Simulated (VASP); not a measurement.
## Relaxed cell of MnS (Browneite): a test of cutoff and mesh

Aim: test the relaxed volume of MnS (Browneite) against cutoff and mesh. The starting structure is a measured crystal structure from the Crystallography Open Database. The first relaxation on each setting starts from this cell expanded by 3 % in volume.

Calculated with VASP 6.6.1; Kohn-Sham DFT with plane waves and PAW; PBEsol.

## (1) Starting point

It takes space group F-43m (No. 216, cubic). The conventional cell has a = 5.600 Å, b = 5.600 Å, c = 5.600 Å, α = 90.00°, β = 90.00°, γ = 90.00°. Mn has 4 S at 2.42 Å nearest. Nearest to S lie 4 Mn at 2.42 Å. Farther neighbours and most contacts between anions are not listed.

Structure file:

```xyz
4
Lattice="0.0000 2.8000 2.8000 2.8000 0.0000 2.8000 5.6000 5.6000 0.0000" Properties=species:S:1:pos:R:3 pbc="T T T"
Mn    0.0000    0.0000    0.0000
Mn    2.8000    2.8000    0.0000
S     4.2000    4.2000    4.2000
S     7.0000    7.0000    4.2000
```

## (2) Reference relaxation

This run starts from the cell of an earlier relaxation, which isn't shown; the restart sets up the plane waves anew.

File INCAR:

```
SYSTEM = MnS
PREC = Accurate
ENCUT = 450
EDIFF = 1E-06
NELM = 100
ISMEAR = 0
SIGMA = 0.03
LREAL = .FALSE.
ALGO = Normal
GGA = PS
NBANDS = 27
ISPIN = 2
MAGMOM = 4 -4 0 0
LMAXMIX = 4
LORBIT = 11
LWAVE = .FALSE.
LCHARG = .FALSE.
KPAR = 4
IBRION = 2
NSW = 50
ISIF = 3
EDIFFG = -0.004
```

File POSCAR:

```
MnS
1.0
    0.0000000000      2.7450076093      2.7450076093
    2.7450076093      0.0000000000      2.7450076093
    5.2867459677      5.2867459677      0.2032692510
Mn S
2 2
Direct
    0.0006160161      0.0006160161      0.9990759759
    0.0006160161      0.0006160161      0.4990759759
    0.7493839839      0.7493839839      0.3759240241
    0.7493839839      0.7493839839      0.8759240241
```

File KPOINTS:

```
Automatic mesh
0
Gamma
6 6 6
0 0 0
```

The projector-augmented-wave data sets are Mn_pv and S (PBE family, release 64).

Command:

```bash
> mpirun -np 4 vasp_std
```

The program printed:

```text
[banner, memory and clock lines left out]
running    4 mpi-ranks, on    1 nodes
 distrk:  each k-point on    1 cores,    4 groups
 distr:  one band on    1 cores,    1 groups

 POSCAR found type information on POSCAR MnS
 POSCAR found :  2 types and       4 ions
|                                                                             |
|               ----> ADVICE to this user running VASP <----                  |
|                                                                             |
|     You enforced a specific xc type in the INCAR file but a different       |
|     [... a line on the potential file left out ...]
|     I HOPE YOU KNOW WHAT YOU ARE DOING!                                     |
|                                                                             |

 LDA part: xc-table for (Slater+PW92), standard interpolation
 POSCAR, INCAR and KPOINTS ok, starting setup
 FFT: planning ... GRIDC
 FFT: planning ... GRID_SOFT
 FFT: planning ... GRID
 WAVECAR not read
 entering main loop
       N       E                     dE             d eps       ncg     rms          rms(c)
DAV:   1     0.347774726110E+03    0.34777E+03   -0.19625E+04  3808   0.133E+03
DAV:   2    -0.526202408311E+01   -0.35304E+03   -0.34082E+03  3483   0.386E+02
DAV:   3    -0.320433956156E+02   -0.26781E+02   -0.26385E+02  3958   0.111E+02
DAV:   4    -0.327831892084E+02   -0.73979E+00   -0.73748E+00  4030   0.186E+01
DAV:   5    -0.327967982578E+02   -0.13609E-01   -0.13605E-01  4095   0.287E+00    0.168E+01
DAV:   6    -0.306632203087E+02    0.21336E+01   -0.25637E+01  3880   0.498E+01    0.157E+01
DAV:   7    -0.301570715201E+02    0.50615E+00   -0.54844E+00  3694   0.263E+01    0.882E+00
DAV:   8    -0.301941297725E+02   -0.37058E-01   -0.45415E-01  4245   0.372E+00    0.474E+00
DAV:   9    -0.301654948322E+02    0.28635E-01   -0.98873E-02  3968   0.316E+00    0.106E+00
DAV:  10    -0.301746372909E+02   -0.91425E-02   -0.44753E-02  3944   0.179E+00    0.324E-01
DAV:  11    -0.301757360800E+02   -0.10988E-02   -0.29529E-03  3720   0.437E-01    0.130E-01
DAV:  12    -0.301757925199E+02   -0.56440E-04   -0.40365E-04  3947   0.102E-01    0.103E-01
DAV:  13    -0.301757952982E+02   -0.27783E-05   -0.89808E-05  4043   0.717E-02    0.702E-02
DAV:  14    -0.301758092254E+02   -0.13927E-04   -0.40345E-05  3774   0.685E-02    0.241E-02
DAV:  15    -0.301758136145E+02   -0.43891E-05   -0.76521E-06  3714   0.235E-02    0.809E-03
DAV:  16    -0.301758134288E+02    0.18570E-06   -0.72788E-07  2166   0.613E-03
   1 F= -.30175813E+02 E0= -.30175813E+02  d E =-.301758E+02  mag=    -0.0000
[...]
2 F= -.30176008E+02 E0= -.30176008E+02  d E =-.194126E-03  mag=     0.0000
[...]
3 F= -.30176007E+02 E0= -.30176007E+02  d E =-.193453E-03  mag=     0.0000
[...]
4 F= -.30176004E+02 E0= -.30176004E+02  d E =-.190276E-03  mag=     0.0000
[...]
5 F= -.30176007E+02 E0= -.30176007E+02  d E =-.193215E-03  mag=    -0.0000
 curvature:  -0.03 expect dE=-0.152E-05 dE for cont linesearch -0.747E-06
 ZBRENT: accuracy reached
 trial: gam= 0.00000 g(F)=  0.307E-04 g(S)=  0.207E-04 ort =-0.984E-04 (trialstep = 0.101E+01)
 search vector abs. value=  0.514E-04
 bond charge predicted
       N       E                     dE             d eps       ncg     rms          rms(c)
DAV:   1    -0.301761827460E+02   -0.17549E-03   -0.10751E-02  4228   0.212E+00    0.176E-01
DAV:   2    -0.301760350961E+02    0.14765E-03   -0.31408E-03  3677   0.652E-01    0.124E-01
DAV:   3    -0.301760289779E+02    0.61181E-05   -0.21632E-04  3600   0.175E-01    0.479E-02
DAV:   4    -0.301760168329E+02    0.12145E-04   -0.49572E-05  3730   0.372E-02    0.206E-02
DAV:   5    -0.301760133567E+02    0.34761E-05   -0.13758E-05  3906   0.366E-02    0.153E-02
DAV:   6    -0.301760130969E+02    0.25983E-06   -0.27635E-06  3052   0.160E-02
   6 F= -.30176013E+02 E0= -.30176013E+02  d E =-.645307E-05  mag=    -0.0000
 trial-energy change:   -0.000006  1 .order   -0.000023   -0.000052    0.000006
 step:   0.4758(harm=  0.9114)  dis= 0.00017  next Energy=   -30.176017 (dE=-0.105E-04)
 reached required accuracy - stopping structural energy minimisation
```

It took 2.1 min on 4 MPI ranks of AMD EPYC 7R43, shared host; peak memory 1 GiB.

Lines that name or quote the potential files are left out of all logs, and their timing lines are given in words.

Parts of OUTCAR (step 2):

```text
ion  position               nearest neighbor table
   1  0.001  0.001  0.999-   3 2.26   4 2.36   4 2.36   4 2.36
   2  0.001  0.001  0.499-   4 2.26   3 2.36   3 2.36   3 2.36
   3  0.749  0.749  0.376-   1 2.26   2 2.36   2 2.36   2 2.36
   4  0.749  0.749  0.876-   2 2.26   1 2.36   1 2.36   1 2.36

  LATTYP: Found a trigonal (rhomboedric) cell.
 ALAT       =     6.3930079534
 COS(alpha) =     0.8156357904

 Subroutine GETGRP returns: Found  6 space group operations
 (whereof  6 operations were pure point group operations)

The static configuration has the point symmetry C_3v.

 Found     32 irreducible k-points:

   k-points           NKPTS =     32   k-points in BZ     NKDIM =     32   number of bands    NBANDS=     27

   dimension x,y,z NGX =    28 NGY =   28 NGZ =   54
   dimension x,y,z NGXF=    56 NGYF=   56 NGZF=  108

   ENCUT  =  450.0 eV  33.07 Ry    5.75 a.u.   6.71  6.71 12.94*2*pi/ulx,y,z

   NELECT =      38.0000    total number of electrons

 k-points in reciprocal lattice and weights: Automatic mesh
   0.00000000  0.00000000  0.00000000       0.005
   0.16666667  0.00000000  0.00000000       0.028
   0.33333333  0.00000000  0.00000000       0.028
   0.50000000  0.00000000  0.00000000       0.014
   0.16666667  0.16666667  0.00000000       0.028
   0.33333333  0.16666667  0.00000000       0.056
   0.50000000  0.16666667  0.00000000       0.056
  -0.33333333  0.16666667  0.00000000       0.056
  -0.16666667  0.16666667  0.00000000       0.028
[...]
0.00000000  0.00000000  0.50000000       0.005
   0.50000000  0.00000000  0.50000000       0.014

 average (electrostatic) potential at core
       1 -69.4277       2 -69.4277       3 -86.6778       4 -86.6778

 E-fermi :   5.2853

 spin component 1
 k-point     1 :       0.0000    0.0000    0.0000
  band No.  band energies     occupation
    ...
     15       2.8220      1.00000
     16       2.8220      1.00000
     17       4.2498      1.00000
     18       5.1010      1.00000
     19       5.1010      1.00000
     20       6.3116      0.00000
     21       6.3116      0.00000
     22       7.0984      0.00000
     23       7.9800      0.00000
     24       8.1985      0.00000
    ...

 k-point     2 :       0.1667    0.0000    0.0000
  band No.  band energies     occupation
    ...
     15       2.7493      1.00000
     16       2.8021      1.00000
     17       3.9566      1.00000
     18       4.5424      1.00000
     19       4.8404      1.00000
     20       6.1849      0.00000
     21       6.2507      0.00000
     22       7.2730      0.00000
     23       7.8247      0.00000
     24       7.9738      0.00000
    ...

 k-point     3 :       0.3333    0.0000    0.0000
  band No.  band energies     occupation
    ...
     15       2.6203      1.00000
     16       2.7684      1.00000
     17       3.4102      1.00000
     18       4.0428      1.00000
     19       4.3597      1.00000
     20       5.9043      0.00000
     21       6.2386      0.00000
     22       6.6658      0.00000
     23       7.2554      0.00000
     24       7.4597      0.00000
    ...

 k-point     4 :       0.5000    0.0000    0.0000
  band No.  band energies     occupation
    ...
     15       2.7558      1.00000
     16       2.8066      1.00000
     17       2.9602      1.00000
     18       3.9830      1.00000
     19       4.1249      1.00000
     20       5.8875      0.00000
     21       6.1965      0.00000
     22       6.3364      0.00000
     23       6.9629      0.00000
     24       7.1137      0.00000
    ...

 k-point     5 :       0.1667    0.1667    0.0000
  band No.  band energies     occupation
    ...
     15       2.7029      1.00000
     16       2.7723      1.00000
     17       4.0553      1.00000
     18       4.6009      1.00000
     19       4.7648      1.00000
     20       6.0438      0.00000
     21       6.4566      0.00000
     22       7.4434      0.00000
     23       7.6113      0.00000
     24       7.7559      0.00000
    ...

 k-point     6 :       0.3333    0.1667    0.0000
  band No.  band energies     occupation
    ...
     15       2.5929      1.00000
     16       2.7676      1.00000
     17       3.7096      1.00000
     18       4.1022      1.00000
     19       4.4676      1.00000
     20       5.9283      0.00000
     21       6.2038      0.00000
     22       6.8954      0.00000
     23       7.1761      0.00000
     24       7.5427      0.00000
    ...

  Total       -0.0010472     -0.0010472     -0.0010472     -0.0150899      0.0150899      0.0150899
  in kB       -0.0215341     -0.0215341     -0.0215341     -0.3102898      0.3102898      0.3102898
  external PRESSURE =      -0.0215341 kB  Pullay stress =       0.0000000 kB

  energy-cutoff  :      450.00
  volume of cell :       77.92
      direct lattice vectors                 reciprocal lattice vectors
    -0.000000000  2.743148503  2.743148503    -0.185898944  0.178645666  0.185898944
     2.743148503 -0.000000000  2.743148503     0.178645666 -0.185898944  0.185898944
     5.280274849  5.280274849  0.206022156     0.096576111  0.096576111 -0.096576111

 POSITION                                       TOTAL-FORCE (eV/Angst)
 -----------------------------------------------------------------------------------
      5.27685      5.27685      0.20944         0.000048      0.000048     -0.000048
      2.63672      2.63672      0.10643         0.000048      0.000048     -0.000048
      4.04089      4.04089      4.18856        -0.000048     -0.000048      0.000048
      6.68102      6.68102      4.29157        -0.000048     -0.000048      0.000048
 -----------------------------------------------------------------------------------
    total drift:                                0.000561      0.000561     -0.000453

  FREE ENERGIE OF THE ION-ELECTRON SYSTEM (eV)
  ---------------------------------------------------
  free  energy   TOTEN  =       -30.1760130969 eV

  energy  without entropy=      -30.1760130969  energy(sigma->0) =      -30.17601310

 reached required accuracy - stopping structural energy minimisation

 total charge
# of ion       s       p       d       tot
------------------------------------------
    1        0.286   6.251   5.000  11.537
    2        0.286   6.251   5.000  11.537
    3        1.310   2.438   0.000   3.748
    4        1.310   2.438   0.000   3.748
--------------------------------------------------
tot          3.192  17.378   9.999  30.569

 magnetization (x)
# of ion       s       p       d       tot
------------------------------------------
    1        0.027   0.052   3.816   3.895
    2       -0.027  -0.052  -3.816  -3.895
    3       -0.005  -0.021   0.000  -0.026
    4        0.005   0.021   0.000   0.026
--------------------------------------------------
tot          0.000   0.000   0.000   0.000

[... 1 further part left out ...]
```

CONTCAR:

```
MnS
   1.00000000000000
    -0.0000000000000401    2.7431485027458091    2.7431485027458891
     2.7431485027458091   -0.0000000000000401    2.7431485027458891
     5.2802748492352949    5.2802748492352949    0.2060221563561831
  Mn              S
     2     2
Direct
     0.0006608774812891    0.0006608774812891    0.9990086838280601
     0.0006608774812891    0.0006608774812891    0.4990086838280601
     0.7493391225187108    0.7493391225187108    0.3759913161719399
     0.7493391225187108    0.7493391225187108    0.8759913161719399
```

The PAW data sets were made with PBE, which is usual practice but a small mismatch for other functionals. The run keeps the 6 symmetry operations of its start, so it cannot find a distortion of lower symmetry.

The reference relaxation ends at 19.479 Å³ an atom.

## (3) Relaxation with a cutoff of 270 eV

Against step 2 the input has ENCUT = 270. This run starts from the cell of an earlier relaxation, which isn't shown; the restart sets up the plane waves anew.

Changes to INCAR since step 2:

```diff
@@ -2,3 +2,3 @@
 PREC = Accurate
-ENCUT = 450
+ENCUT = 270
 EDIFF = 1E-06
```

File POSCAR:

```
MnS
1.0
    0.0000000000      2.7303931425      2.7303931425
    2.7303931425      0.0000000000      2.7303931425
    5.2819673132      5.2819673132      0.1788189720
Mn S
2 2
Direct
    0.0000409463      0.0000409463      0.9999385805
    0.0000409463      0.0000409463      0.4999385805
    0.7499590537      0.7499590537      0.3750614195
    0.7499590537      0.7499590537      0.8750614195
```

KPOINTS is that of step 2.

Command:

```bash
> mpirun -np 4 vasp_std
```

The program printed:

```text
[banner, memory and clock lines left out]
running    4 mpi-ranks, on    1 nodes
[...]
[... a notice as in an earlier step ...]

 LDA part: xc-table for (Slater+PW92), standard interpolation
 POSCAR, INCAR and KPOINTS ok, starting setup
[...]
entering main loop
       N       E                     dE             d eps       ncg     rms          rms(c)
DAV:   1     0.258842835267E+03    0.25884E+03   -0.15578E+04  4051   0.942E+02
DAV:   2    -0.137704613923E+02   -0.27261E+03   -0.26321E+03  3595   0.316E+02
DAV:   3    -0.323488722677E+02   -0.18578E+02   -0.18313E+02  4096   0.882E+01
DAV:   4    -0.327345561346E+02   -0.38568E+00   -0.38486E+00  3964   0.128E+01
[...]
DAV:  14    -0.301167927107E+02   -0.12145E-04   -0.35276E-05  3755   0.612E-02    0.239E-02
DAV:  15    -0.301167962543E+02   -0.35436E-05   -0.67613E-06  3726   0.206E-02    0.758E-03
DAV:  16    -0.301167963560E+02   -0.10168E-06   -0.51037E-07  2118   0.473E-03
   1 F= -.30116796E+02 E0= -.30116796E+02  d E =-.301168E+02  mag=     0.0000
[... from here on, the cycles between the ionic steps are left out ...]
   2 F= -.30135284E+02 E0= -.30135284E+02  d E =-.184877E-01  mag=     0.0000
   3 F= -.30142975E+02 E0= -.30142975E+02  d E =-.261783E-01  mag=     0.0000
   4 F= -.30142964E+02 E0= -.30142964E+02  d E =-.261678E-01  mag=     0.0000
   5 F= -.30143306E+02 E0= -.30143306E+02  d E =-.341440E-03  mag=     0.0000
   6 F= -.30143574E+02 E0= -.30143574E+02  d E =-.609547E-03  mag=     0.0000
   7 F= -.30143707E+02 E0= -.30143707E+02  d E =-.132952E-03  mag=     0.0000
   8 F= -.30143934E+02 E0= -.30143934E+02  d E =-.360156E-03  mag=     0.0000
   9 F= -.30143952E+02 E0= -.30143952E+02  d E =-.378596E-03  mag=     0.0000
  10 F= -.30143953E+02 E0= -.30143953E+02  d E =-.379582E-03  mag=     0.0000
  11 F= -.30143950E+02 E0= -.30143950E+02  d E =-.376248E-03  mag=     0.0000
  12 F= -.30143953E+02 E0= -.30143953E+02  d E =-.379535E-03  mag=     0.0000
  13 F= -.30143954E+02 E0= -.30143954E+02  d E =-.379918E-03  mag=     0.0000
  14 F= -.30143969E+02 E0= -.30143969E+02  d E =-.153316E-04  mag=     0.0000
  15 F= -.30143985E+02 E0= -.30143985E+02  d E =-.310555E-04  mag=     0.0000
[...]
reached required accuracy - stopping structural energy minimisation
```

Wall time 2.7 min (4 MPI ranks); peak memory 0.66 GiB.

OUTCAR, selected parts (step 3):

```text
  Total        0.0035620      0.0035620      0.0035620     -0.0004457      0.0004457      0.0004457
  in kB        0.0763940      0.0763940      0.0763940     -0.0095595      0.0095595      0.0095595
  external PRESSURE =       0.0763940 kB  Pullay stress =       0.0000000 kB

 POSITION                                       TOTAL-FORCE (eV/Angst)
 -----------------------------------------------------------------------------------
      5.19653      5.19653      0.21909         0.001258      0.001258     -0.001258
      2.59584      2.59584      0.11196         0.001258      0.001258     -0.001258
      3.98620      3.98620      4.13723        -0.001258     -0.001258      0.001258
      6.58688      6.58688      4.24435        -0.001258     -0.001258      0.001258
 -----------------------------------------------------------------------------------
    total drift:                               -0.000751     -0.000751      0.000592

  FREE ENERGIE OF THE ION-ELECTRON SYSTEM (eV)
  ---------------------------------------------------
  free  energy   TOTEN  =       -30.1439846281 eV

  energy  without entropy=      -30.1439846281  energy(sigma->0) =      -30.14398463

 magnetization (x)
# of ion       s       p       d       tot
------------------------------------------
    1        0.025   0.054   3.712   3.791
    2       -0.025  -0.054  -3.712  -3.791
    3       -0.005  -0.019   0.000  -0.024
    4        0.005   0.019   0.000   0.024
--------------------------------------------------
tot          0.000   0.000  -0.000  -0.000

[... 2 parts as in an earlier step ...]

[... 2 further parts left out ...]
[key lines of the parts left out:]
E-fermi :   5.7114
```

Logs of long relaxations may skip ionic steps without a mark.

With a cutoff of 270 eV the cell ends at 18.676 Å³ an atom, -4.12 % from the reference, and since the restart alone still moved it by -3.5 % it may not have settled.

(Continued in part 2 of 2.)

[Lines on the potential files, build, host, timing and source positions are cut from VASP's logs without a mark.]

[Logs are printed without paths, hosts, clocks, repeated set-up lines and the standing remarks that a program may print on its own settings, such as how far it seeks lower states.]

[Hosts, paths, dates, database ids (printed as entryN), source tags and the programs' standing remarks are cut or masked in the printed files.]
